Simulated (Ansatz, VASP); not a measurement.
# One calculation of W, two programs

INCAR

```
PREC = Accurate
ENCUT = 520
EDIFF = 1E-6
ISMEAR = -1
SIGMA = 0.08
LREAL = F
LASPH = T
NELM = 80
ALGO = Normal
ISIF = 2
LWAVE = F
LCHARG = F
NBANDS = 13
```

KPOINTS

```
regular mesh
0
Gamma
  15 15 15
```

File POSCAR:

```
W
1.0
    2.4489406838      0.0000000000      0.0000000000
    0.0000000000      2.4489406838      0.0000000000
    0.0000000000      0.0000000000      2.4489406838
W
1
Direct
    0.0000000000      0.0000000000      0.0000000000
```

Input for Ansatz:

```yaml
crystal:
  lattice:
    - [2.4489406838, 0.0, 0.0]
    - [0.0, 2.4489406838, 0.0]
    - [0.0, 0.0, 2.4489406838]
  atoms:
    - { symbol: W, position: [0.0, 0.0, 0.0] }
kpoints:
  mp_grid: { grid: [15, 15, 15] }
scf:
  occupations: { method: fermi_dirac, width: 0.08 }
hamiltonian:
  xc: lda
  pseudopotentials: { kind: all_electron, lapw: { basis_error: 0.001 } }
output:
  forces: true
  stress: true
  eigenvalues: true
  populations: true
```

Change from the starting cell: volume scaled by 0.84, LAPW.

Alike in both runs: task single point; functional LDA; k mesh 15 × 15 × 15; occupations fermi-dirac, width 0.08 eV; no spin polarisation.

|  | VASP | Ansatz |
| --- | --- | --- |
| version | VASP 6.6.1 | Ansatz 0.2.0 |
| potentials or method | VASP PAW LDA potentials, release 64 (W_sv) | all-electron LAPW, scalar-relativistic |
| plane-wave cutoff (eV) | 520 | see its input |

VASP gave:

- pressure (GPa): 62.3

**Question.** What did Ansatz give for the same quantities?

**Answer.** Pressure (GPa): 58.2.

Ansatz ran all-electron here, so the differences hold the error of VASP's frozen core and of both bases.

Caveats: the cell as given lies far from equilibrium; so large a pressure means that the cell lies far from this level's equilibrium, or that cutoff or potentials fall short (VASP). Spin-orbit coupling is left out, which matters for the levels of W.
